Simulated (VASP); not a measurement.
# Ta (Im-3m) in VASP: a series of runs

One crystal, Ta, is run at these levels: PBE; tasks: relaxation of cell and atoms, relaxation of the atoms.

Program: VASP 6.6.1. These are calculated values, not measurements. Logs are shortened: lines on timing, memory, paths and dates and some standing lists are left out, and cuts for length are marked.

## 1. The structure

It takes space group Im-3m (No. 229, cubic). The conventional cell has a = 3.296 Å, b = 3.296 Å, c = 3.296 Å, α = 90.00°, β = 90.00°, γ = 90.00°. Around Ta (site symmetry m-3m) lie 8 Ta at 2.85 Å.

## 2. Relaxation of cell and atoms, PBE

File INCAR:

```
SYSTEM = Ta
ALGO     = Normal         ! electronic algorithm
EDIFF    = 1E-7           ! SCF threshold, eV
EDIFFG   = -0.005         ! ionic threshold
ENCUT    = 300            ! plane-wave cutoff, eV
GGA      = PE             ! functional
IBRION   = 2              ! ionic algorithm
ISIF     = 3              ! what is computed and relaxed
ISMEAR   = 1              ! smearing method
LASPH    = .True.         ! aspherical terms in the spheres
LCHARG   = .False.        ! write CHGCAR
LREAL    = .False.        ! projectors in reciprocal space
LWAVE    = .False.        ! write WAVECAR
NELM     = 80             ! most SCF steps
NSW      = 90             ! ionic steps
PREC     = Accurate       ! precision mode
SIGMA    = 0.1            ! smearing width, eV
```

File KPOINTS:

```
k-points
0
Gamma
  8 8 8
  0 0 0
```

File POSCAR:

```
Ta                                      
1.0
   -1.6479677078      1.6479677078      1.6479677078
    1.6479677078     -1.6479677078      1.6479677078
    1.6479677078      1.6479677078     -1.6479677078
  Ta            
     1
Direct
     0.0000000000000000    0.0000000000000000    0.0000000000000000
```

Potentials or basis: VASP PAW PBE potentials, release 64 (Ta).

Run with:

```console
> cat potpaw_PBE.64/Ta/POTCAR > POTCAR
> mpirun -np 1 vasp_std > vasp.out
```

OUTCAR:

```text
SYSTEM = Ta
   EDIFF = 1E-7
   EDIFFG = -0.005
   ENCUT = 300
   GGA = PE
   IBRION = 2
   ISIF = 3
   ISMEAR = 1
   LASPH = .True.
   LREAL = .False.
   NELM = 80
   NSW = 90
   PREC = Accurate

 ion  position               nearest neighbor table
   1  0.000  0.000  0.000-

  LATTYP: Found a body centered cubic cell.
 ALAT       =     3.2959354156

  Lattice vectors:

 A1 = (  -1.6479677078,   1.6479677078,   1.6479677078)
 A2 = (   1.6479677078,  -1.6479677078,   1.6479677078)
 A3 = (   1.6479677078,   1.6479677078,  -1.6479677078)

Analysis of symmetry for initial positions (statically):
=====================================================================
 Subroutine PRICEL returns:
 Original cell was already a primitive cell.

 Routine SETGRP: Setting up the symmetry group for a
 body centered cubic supercell.

 Subroutine GETGRP returns: Found 48 space group operations
 (whereof 48 operations were pure point group operations)
 out of a pool of 48 trial point group operations.

The static configuration has the point symmetry O_h .

Analysis of symmetry for dynamics (positions and initial velocities):
=====================================================================
 Subroutine PRICEL returns:
 Original cell was already a primitive cell.

 Routine SETGRP: Setting up the symmetry group for a
 body centered cubic supercell.

 Subroutine GETGRP returns: Found 48 space group operations
 (whereof 48 operations were pure point group operations)
 out of a pool of 48 trial point group operations.

The dynamic configuration has the point symmetry O_h .

 Subroutine INISYM returns: Found 48 space group operations
 (whereof 48 operations are pure point group operations),
 and found     1 'primitive' translations

----------------------------------------------------------------------------------------

                                     Primitive cell

  volume of cell :      17.9022

  direct lattice vectors                    reciprocal lattice vectors
    -1.647967708  1.647967708  1.647967708     0.000000000  0.303404003  0.303404003
     1.647967708 -1.647967708  1.647967708     0.303404003  0.000000000  0.303404003
     1.647967708  1.647967708 -1.647967708     0.303404003  0.303404003  0.000000000

  length of vectors
     2.854363799  2.854363799  2.854363799     0.429078056  0.429078056  0.429078056

  position of ions in fractional coordinates (direct lattice)
     0.000000000  0.000000000  0.000000000

  ion indices of the primitive-cell ions
   primitive index   ion index
[... 76 lines left out ...]
   NSW    =     90    number of steps for IOM
   IBRION =      2    ionic relax: 0-MD 1-quasi-New 2-CG
   NFREE  =      1    steps in history (QN), initial steepest desc. (CG)
   ISIF   =      3    stress and relaxation
   ISYM   =      2    0-nonsym 1-usesym 2-fastsym
   POTIM  = 0.5000    time-step for ionic-motion
   TEBEG  =    0.0;   TEEND  =   0.0 temperature during run
   PSTRESS=    0.0 pullay stress
   NELECT =       5.0000    total number of electrons
   NUPDOWN=      -1.0000    fix difference up-down
   EMIN   =  10.00;   EMAX   =-10.00  energy-range for DOS
   EFERMI =   0.00;   METHOD = LEGACY
   ISMEAR =     1;   SIGMA  =   0.10  broadening in eV -4-tet -1-fermi 0-gaus
   EFERMI_NEDOS =   21; number of points for ismear=-14 and -15
   IALGO  =     38    algorithm
   IMIX   =      4    mixing-type and parameters
     AMIX     =   0.40;   BMIX     =  1.00
     AMIX_MAG =   1.60;   BMIX_MAG =  1.00
  volume/ion in A,a.u.               =      17.90       120.81
  Fermi-wavevector in a.u.,A,eV,Ry     =   1.070113  2.022220 15.580588  1.145141
  Thomas-Fermi vector in A             =   2.205813
   LORBIT       =      0    0 simple, 1 ext, 2 COOP (PROOUT), +10 PAW based schemes
   GGA     = PE    functional components
   LHFCALC =     F    Hartree Fock is set to
   AEXX    =    0.0000 exact exchange contribution
   IVDW    =     0    specifies the selected vdW correction
   LEPSILON=     F    determine dielectric tensor
   LRPA    =     F    only Hartree local field effects (RPA)
 conjugate gradient relaxation of ions
 non-spin polarized calculation
 Methfessel and Paxton  Order N= 1 SIGMA  =   0.10
  energy-cutoff  :      300.00
  volume of cell :       17.90
 maximum number of plane-waves:       236
   NGX =  7   NGY =  7   NGZ =  7

 number of electron       5.0000001 magnetization

 Free energy of the ion-electron system (eV)
  ---------------------------------------------------
  ext. energy  EPLUGINS =         0.00000000
  ---------------------------------------------------
  free energy    TOTEN  =       -11.88345674 eV

  energy without entropy =      -11.88466075  energy(sigma->0) =      -11.88385808

 E-fermi :   5.8280     XC(G=0): -12.4276

 val. band max:        5.7267834535   @ k =   0.2500   0.0000   0.0000
 cond. band min:       5.8721713057   @ k =  -0.2500   0.2500   0.1250
 fundamental gap:      0.1453878522
 Fermi energy:         5.8280146960

 k-point     1 :       0.0000    0.0000    0.0000
  band No.  band energies     occupation
      1      -2.1250      2.00000
      2       6.5621     -0.00000
      3       6.5621     -0.00000
      4       6.5621     -0.00000
      5       9.8495      0.00000
      6       9.8495      0.00000
[... 199 lines left out ...]
 k-point    24 :      -0.3750    0.3750    0.2500
  band No.  band energies     occupation
      1       2.9637      2.00000
      2       3.8154      2.00000
      3       7.0953     -0.00000
      4       7.7859     -0.00000
      5      11.2867      0.00000
      6      11.3886      0.00000

 [... further k-points ...]

------------------------ aborting loop because EDIFF is reached ----------------------------------------

  FORCE on cell =-STRESS in cart. coord.  units (eV):
  Direction    XX          YY          ZZ          XY          YZ          ZX
  --------------------------------------------------------------------------------------
  -------------------------------------------------------------------------------------
  Total        0.0013178      0.0013178      0.0013178     -0.0000000     -0.0000000      0.0000000
  in kB        0.1179422      0.1179422      0.1179422     -0.0000000     -0.0000000      0.0000000
  external PRESSURE =       0.1179422 kB  Pullay stress =       0.0000000 kB

 VOLUME and BASIS-vectors are now :
 -----------------------------------------------------------------------------
  energy-cutoff  :      300.00
  volume of cell :       17.90
      direct lattice vectors                 reciprocal lattice vectors
    -1.647967708  1.647967708  1.647967708     0.000000000  0.303404003  0.303404003
     1.647967708 -1.647967708  1.647967708     0.303404003  0.000000000  0.303404003
     1.647967708  1.647967708 -1.647967708     0.303404003  0.303404003  0.000000000

 POSITION                                       TOTAL-FORCE (eV/Angst)
 -----------------------------------------------------------------------------------
      0.00000      0.00000      0.00000        -0.000000      0.000000      0.000000
 -----------------------------------------------------------------------------------
    total drift:                                0.000000      0.000000      0.000000

  FREE ENERGIE OF THE ION-ELECTRON SYSTEM (eV)
  ---------------------------------------------------
  free  energy   TOTEN  =       -11.8834567425 eV

  energy  without entropy=      -11.8846607501  energy(sigma->0) =      -11.88385808

 reached required accuracy - stopping structural energy minimisation
```

Run time: 1.2 s. Hardware: 1 thread of Intel Xeon 6975P-C (Granite Rapids), shared host; peak memory 0.11 GiB.

Results:

```yaml
Free_energy: -11.8835 eV
Pressure_after_relaxing: 0.0 GPa
Band_gap_on_the_k_mesh: none (metal or under the smearing width)
```

Final structure:
```
Ta
1.0
    -1.64797    1.64797    1.64797
     1.64797   -1.64797    1.64797
     1.64797    1.64797   -1.64797
Ta
1
Cartesian
  0.0000 0.0000 0.0000
```

Caveat: the relaxation stopped at its first step, so nothing moved. The run has no spin-orbit coupling, so splittings on Ta are missing.

## 3. Relaxation of the atoms, PBE (a relaxed cell with its volume scaled by 0.94)

File INCAR:

```
SYSTEM = Ta
ALGO     = Normal         ! electronic algorithm
EDIFF    = 1E-7           ! SCF threshold, eV
EDIFFG   = -0.01          ! ionic threshold
ENCUT    = 300            ! plane-wave cutoff, eV
GGA      = PE             ! functional
IBRION   = 2              ! ionic algorithm
ISIF     = 2              ! what is computed and relaxed
ISMEAR   = 1              ! smearing method
LASPH    = .True.         ! aspherical terms in the spheres
LCHARG   = .False.        ! write CHGCAR
LREAL    = .False.        ! projectors in reciprocal space
LWAVE    = .False.        ! write WAVECAR
NELM     = 80             ! most SCF steps
NSW      = 40             ! ionic steps
PREC     = Accurate       ! precision mode
SIGMA    = 0.1            ! smearing width, eV
```

KPOINTS is that of step 2.

File POSCAR:

```
Ta                                      
1.0
   -1.6143262742      1.6143262742      1.6143262742
    1.6143262742     -1.6143262742      1.6143262742
    1.6143262742      1.6143262742     -1.6143262742
  Ta            
     1
Direct
     0.0000000000000000    0.0000000000000000    0.0000000000000000
```

Potentials or basis: VASP PAW PBE potentials, release 64 (Ta).

Run with:

```console
> cat potpaw_PBE.64/Ta/POTCAR > POTCAR
> mpirun -np 1 vasp_std > vasp.out
```

Run time: 1.2 s. Hardware: 1 thread of Intel Xeon 6975P-C (Granite Rapids), shared host; peak memory 0.1 GiB.

The run converged. Its results:

```yaml
Free_energy: -11.8334 eV
Pressure_after_relaxing: 15.0 GPa
Band_gap_on_the_k_mesh: none (metal or under the smearing width)
```

Final structure:
```xyz
1
Lattice="-1.6143 1.6143 1.6143 1.6143 -1.6143 1.6143 1.6143 1.6143 -1.6143" Properties=species:S:1:pos:R:3 pbc="T T T"
Ta    0.0000    0.0000    0.0000
```

Levels at points of the mesh, in eV from the Fermi level:
| k point | band 1 | band 2 | band 3 | band 4 | band 5 | band 6 |
| --- | --- | --- | --- | --- | --- | --- |
| (0.00, 0.00, 0.00) | -8.13 | 0.79 | 0.79 | 0.79 | 4.31 | 4.31 |
| (0.50, 0.00, 0.00) | -4.64 | -1.70 | 1.97 | 4.24 | 5.35 | 8.55 |
| (0.50, 0.50, 0.50) | -4.18 | -4.18 | 7.47 | 7.47 | 7.47 | 9.31 |

Caveat: the relaxation stopped at its first step, so nothing moved. The run has no spin-orbit coupling, so splittings on Ta are missing.

## 4. Relaxation of the atoms, PBE (a relaxed cell with its volume scaled by 0.96)

INCAR is that of step 3.

KPOINTS is that of step 3.

File POSCAR:

```
Ta                                      
1.0
   -1.6256951436      1.6256951436      1.6256951436
    1.6256951436     -1.6256951436      1.6256951436
    1.6256951436      1.6256951436     -1.6256951436
  Ta            
     1
Direct
     0.0000000000000000    0.0000000000000000    0.0000000000000000
```

Potentials or basis: VASP PAW PBE potentials, release 64 (Ta).

Run with:

```console
> cat potpaw_PBE.64/Ta/POTCAR > POTCAR
> mpirun -np 1 vasp_std > vasp.out
```

OUTCAR:

```text
SYSTEM = Ta
   EDIFF = 1E-7
   EDIFFG = -0.01
   ENCUT = 300
   GGA = PE
   IBRION = 2
   ISIF = 2
   ISMEAR = 1
   LASPH = .True.
   LREAL = .False.
   NELM = 80
   NSW = 40
   PREC = Accurate

 ion  position               nearest neighbor table
   1  0.000  0.000  0.000-

  LATTYP: Found a body centered cubic cell.
 ALAT       =     3.2513902872

  Lattice vectors:

 A1 = (  -1.6256951436,   1.6256951436,   1.6256951436)
 A2 = (   1.6256951436,  -1.6256951436,   1.6256951436)
 A3 = (   1.6256951436,   1.6256951436,  -1.6256951436)

Analysis of symmetry for initial positions (statically):
=====================================================================
 Subroutine PRICEL returns:
 Original cell was already a primitive cell.

 Routine SETGRP: Setting up the symmetry group for a
 body centered cubic supercell.

 Subroutine GETGRP returns: Found 48 space group operations
 (whereof 48 operations were pure point group operations)
 out of a pool of 48 trial point group operations.

The static configuration has the point symmetry O_h .

Analysis of symmetry for dynamics (positions and initial velocities):
=====================================================================
 Subroutine PRICEL returns:
 Original cell was already a primitive cell.

 Routine SETGRP: Setting up the symmetry group for a
 body centered cubic supercell.

 Subroutine GETGRP returns: Found 48 space group operations
 (whereof 48 operations were pure point group operations)
 out of a pool of 48 trial point group operations.

The dynamic configuration has the point symmetry O_h .

 Subroutine INISYM returns: Found 48 space group operations
 (whereof 48 operations are pure point group operations),
 and found     1 'primitive' translations

[... 110 lines left out ...]
   IMIX   =      4    mixing-type and parameters
     AMIX     =   0.40;   BMIX     =  1.00
     AMIX_MAG =   1.60;   BMIX_MAG =  1.00
  volume/ion in A,a.u.               =      17.19       115.98
  Fermi-wavevector in a.u.,A,eV,Ry     =   1.084773  2.049925 16.010431  1.176734
  Thomas-Fermi vector in A             =   2.220871
   LORBIT       =      0    0 simple, 1 ext, 2 COOP (PROOUT), +10 PAW based schemes
   GGA     = PE    functional components
   LHFCALC =     F    Hartree Fock is set to
   AEXX    =    0.0000 exact exchange contribution
   IVDW    =     0    specifies the selected vdW correction
   LEPSILON=     F    determine dielectric tensor
   LRPA    =     F    only Hartree local field effects (RPA)
 conjugate gradient relaxation of ions
 non-spin polarized calculation
 Methfessel and Paxton  Order N= 1 SIGMA  =   0.10
  energy-cutoff  :      300.00
  volume of cell :       17.19
 maximum number of plane-waves:       236
   NGX =  7   NGY =  7   NGZ =  7

 number of electron       5.0000001 magnetization

 Free energy of the ion-electron system (eV)
  ---------------------------------------------------
  ext. energy  EPLUGINS =         0.00000000
  ---------------------------------------------------
  free energy    TOTEN  =       -11.86119287 eV

  energy without entropy =      -11.86165358  energy(sigma->0) =      -11.86134644

 E-fermi :   6.1450     XC(G=0): -12.6307

 val. band max:        6.0555425790   @ k =   0.2500   0.0000   0.0000
 cond. band min:       6.1878514579   @ k =  -0.2500   0.2500   0.1250
 fundamental gap:      0.1323088789
 Fermi energy:         6.1449905573

 k-point     1 :       0.0000    0.0000    0.0000
  band No.  band energies     occupation
      1      -1.9265      2.00000
      2       6.9152     -0.00000
      3       6.9152     -0.00000
      4       6.9152     -0.00000
      5      10.3528      0.00000
      6      10.3528      0.00000
[... 199 lines left out ...]
 k-point    24 :      -0.3750    0.3750    0.2500
  band No.  band energies     occupation
      1       3.2284      2.00000
      2       4.0266      2.00000
      3       7.4849     -0.00000
      4       8.2138      0.00000
      5      11.8957      0.00000
      6      12.0537      0.00000

 [... further k-points ...]

------------------------ aborting loop because EDIFF is reached ----------------------------------------

  FORCE on cell =-STRESS in cart. coord.  units (eV):
  Direction    XX          YY          ZZ          XY          YZ          ZX
  --------------------------------------------------------------------------------------
  -------------------------------------------------------------------------------------
  Total        1.0173170      1.0173170      1.0173170      0.0000000      0.0000000      0.0000000
  in kB       94.8395638     94.8395638     94.8395638      0.0000000      0.0000000      0.0000000
  external PRESSURE =      94.8395638 kB  Pullay stress =       0.0000000 kB

 VOLUME and BASIS-vectors are now :
 -----------------------------------------------------------------------------
  energy-cutoff  :      300.00
  volume of cell :       17.19
      direct lattice vectors                 reciprocal lattice vectors
    -1.625695144  1.625695144  1.625695144     0.000000000  0.307560739  0.307560739
     1.625695144 -1.625695144  1.625695144     0.307560739  0.000000000  0.307560739
     1.625695144  1.625695144 -1.625695144     0.307560739  0.307560739  0.000000000

 POSITION                                       TOTAL-FORCE (eV/Angst)
 -----------------------------------------------------------------------------------
      0.00000      0.00000      0.00000         0.000000     -0.000000      0.000000
 -----------------------------------------------------------------------------------
    total drift:                                0.000000      0.000000      0.000000

  FREE ENERGIE OF THE ION-ELECTRON SYSTEM (eV)
  ---------------------------------------------------
  free  energy   TOTEN  =       -11.8611928730 eV

  energy  without entropy=      -11.8616535796  energy(sigma->0) =      -11.86134644

 reached required accuracy - stopping structural energy minimisation
```

OSZICAR:

```text
N       E                     dE             d eps       ncg     rms          rms(c)
DAV:   1    -0.446384599548E+01   -0.44638E+01   -0.12841E+03   366   0.360E+02
DAV:   2    -0.122407811549E+02   -0.77769E+01   -0.68538E+01   588   0.614E+01
DAV:   3    -0.122920935450E+02   -0.51312E-01   -0.51297E-01   366   0.659E+00
DAV:   4    -0.122921606522E+02   -0.67107E-04   -0.67107E-04   462   0.201E-01
DAV:   5    -0.122921607430E+02   -0.90734E-07   -0.90916E-07   372   0.554E-03    0.155E+01
DAV:   6    -0.120029644768E+02    0.28920E+00   -0.15672E-01   372   0.296E+00    0.812E+00
DAV:   7    -0.118624200260E+02    0.14054E+00   -0.24071E-01   390   0.357E+00    0.332E-01
DAV:   8    -0.118612322156E+02    0.11878E-02   -0.72791E-04   396   0.208E-01    0.586E-02
DAV:   9    -0.118611967729E+02    0.35443E-04   -0.84073E-05   390   0.622E-02    0.165E-02
DAV:  10    -0.118611940322E+02    0.27406E-05   -0.78998E-07   402   0.840E-03    0.106E-02
DAV:  11    -0.118611930254E+02    0.10068E-05   -0.22455E-07   378   0.361E-03    0.551E-04
DAV:  12    -0.118611928618E+02    0.16368E-06   -0.10352E-09   180   0.273E-04    0.489E-04
DAV:  13    -0.118611928730E+02   -0.11186E-07   -0.56633E-10   174   0.203E-04
   1 F= -.11861193E+02 E0= -.11861346E+02  d E =-.118612E+02
```

It took 1.2 s on 1 thread of Intel Xeon 6975P-C (Granite Rapids), shared host; peak memory 0.11 GiB.

What came out:

* Free energy: -11.8612 eV
* Pressure after relaxing: 9.5 GPa
* Band gap on the k mesh: none (metal or under the smearing width)

Final structure:
```
Ta
1.0
    -1.62570    1.62570    1.62570
     1.62570   -1.62570    1.62570
     1.62570    1.62570   -1.62570
Ta
1
Direct
  0.00000 0.00000 0.00000
```

Caveat: the relaxation stopped at its first step, so nothing moved. The run has no spin-orbit coupling, so splittings on Ta are missing.

(Continued in part 2 of 2.)
